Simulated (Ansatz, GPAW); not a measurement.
This is a calculation of CaO for Ansatz 0.2.0. The cell is a database's computed one, not the measured one.

input.yaml

```yaml
crystal:
  lattice:
    - [0.0, 2.403555696, 2.403555696]
    - [2.403555696, 0.0, 2.403555696]
    - [2.403555696, 2.403555696, 0.0]
  atoms:
    - { symbol: Ca, position: [0.0, 0.0, 0.0] }
    - { symbol: O, position: [0.5, 0.5, 0.5] }
kpoints:
  mp_grid: { grid: [10, 10, 10] }
scf:
  occupations: { method: gaussian, width: 0.014 }
hamiltonian:
  xc: pbe
  pseudopotentials: { kind: all_electron, lapw: { basis_error: 0.001 } }
output:
  forces: true
  stress: true
  eigenvalues: true
```

Potentials or basis: all-electron LAPW, scalar-relativistic.

Command:

```sh
$ ansatz run input.yaml --threads 1 --pin off --max-ram 3072MiB --backend cpu --events-out ev --progress --plain --runs-dir out
```

Question: Translate it to GPAW 26.7.0 (ASE script). Potentials or basis there: GPAW PAW data sets (gpaw-data 1.2.1), cutoff 800 eV.

Answer: As run (cutoffs and basis follow the program's own potentials, and thresholds, step limits or extra output files can differ):

run.py

```python
from ase.dft.bandgap import bandgap
from ase.io import read, write
from ase.units import Bohr, GPa
from gpaw import GPAW, PW
from gpaw.elf import elf_from_dft_calculation

atoms = read('CaO.xyz')

calc = GPAW(mode=PW(800),
            xc='PBE',
            kpts={'size': (10, 10, 10), 'gamma': True},
            occupations={'name': 'methfessel-paxton', 'order': 0, 'width': 0.014},
            nbands=16,
            convergence={'density': 1e-05, 'energy': 1e-05},
            maxiter=150,
            txt='gpaw.txt')
atoms.calc = calc
energy = atoms.get_potential_energy()
forces = atoms.get_forces()
stress = atoms.get_stress()
calc.write('gs.gpw')
write('result.traj', atoms)
print(f'Energy: {energy:.6f} eV')
print('Forces (eV/A):')
print(forces.round(4))
print('Stress (GPa):', (stress / GPa).round(3))
print('Fermi level:', round(calc.get_fermi_level(), 4), 'eV')
print(f'Gap: {bandgap(calc)[0]:.4f} eV, direct: {bandgap(calc, direct=True)[0]:.4f} eV')

# fields on the real-space grid
write('density.cube', atoms, data=calc.get_pseudo_density() * Bohr**3)
write('potential.cube', atoms, data=calc.get_electrostatic_potential())
write('elf.cube', atoms, data=elf_from_dft_calculation(calc).data)
```

The input CaO.xyz:

```xyz
2
Lattice="0.0000000000 2.4035556960 2.4035556960 2.4035556960 0.0000000000 2.4035556960 2.4035556960 2.4035556960 0.0000000000" Properties=species:S:1:pos:R:3 pbc="T T T"
Ca     0.0000000000      0.0000000000      0.0000000000
O      2.4035556960      2.4035556960      2.4035556960
```

Potentials or basis: GPAW PAW data sets (gpaw-data 1.2.1), pw.

Run with:

```bash
$ OMP_NUM_THREADS=1 python run.py
```

Both were run:

|  | Ansatz | GPAW |
| --- | --- | --- |
| Pressure | 1.6 GPa | 2.2 GPa |

Where Ansatz's input types no cutoff or centring, it takes its own default and a Γ-centred mesh.

Pressure is positive in compression.
